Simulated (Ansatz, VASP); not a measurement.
Two plane-wave programs on AlN

```
CELL_PARAMETERS angstrom
0.00000 2.03452 2.13624
2.03452 0.00000 2.13624
2.03452 2.03452 0.00000
ATOMIC_POSITIONS crystal
Al 0.50000 0.50000 0.50000
N 0.00000 0.00000 0.00000
```

Change from the starting cell: strain +0.0500 x Voigt [0, 0, 1, 0, 0, 0], atoms carried along.

Alike in both runs: task single point; functional r2SCAN; k mesh 10 × 10 × 10; occupations gaussian, width 0.05 eV; no spin polarisation.

```csv
,VASP,Ansatz
version,VASP 6.6.1,Ansatz 0.2.0
potentials or method,"VASP PAW PBE potentials, release 64 (Al, N)","scalar-relativistic, plane waves, PAW"
plane-wave cutoff (eV),520,500
valence electrons in the cell,8,8
```

Ansatz gave:

* gap on the k mesh at the Fermi level (eV): 4.48
* least direct gap on the mesh (eV): 5.24
* pressure (GPa): -16.3
* largest component of the traceless stress (GPa): 5.05

**Question.** What did VASP give for the same quantities?

**Answer.** gap on the k mesh at the Fermi level (eV): 4.48; least direct gap on the mesh (eV): 5.28; pressure (GPa): -17.0; largest component of the traceless stress (GPa): 5.15.

Caveats: so large a pressure means that the cell lies far from this level's equilibrium, or that cutoff or potentials fall short (VASP); the potentials were made for another functional, which shifts forces and pressure (VASP). A k mesh can miss the band edges.
